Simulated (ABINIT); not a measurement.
The system is AlN.

```
CELL_PARAMETERS angstrom
3.11300 0.00000 0.00000
-1.55650 2.69594 0.00000
0.00000 0.00000 4.98100
ATOMIC_POSITIONS crystal
Al 0.66667 0.33333 0.50000
Al 0.33333 0.66667 0.00000
N 0.66667 0.33333 0.88000
N 0.33333 0.66667 0.38000
```

Base run:

| Quantity | Value |
| --- | --- |
| Program | ABINIT 10.8.3 (patched build) |
| Functional | BLYP |
| Potentials or basis | JTH PAW PBE v2.0 |
| Cutoff | 844 eV |
| k mesh | 10 × 10 × 6 |
| Occupations | fermi-dirac, width 0.05 eV |
| Spin | no spin polarisation |

Its results: band gap on the k mesh 4.51 eV, direct; pressure 6.4 GPa; largest force 0.111 eV/Å.

Problem. After a change of settings the same cell gave: band gap on the k mesh 4.12 eV, direct; pressure 1.3 GPa; largest force 0.133 eV/Å. Which change was it?
A. functional from BLYP to PBEsol
B. functional from BLYP to r2SCAN
C. functional from BLYP to PBE
D. functional from BLYP to SCAN

Solution. A.

PBEsol binds more tightly than BLYP, so the same cell stands under less pressure.

Caveats: the PAW data sets were made with another functional, which shifts forces and pressure a little.
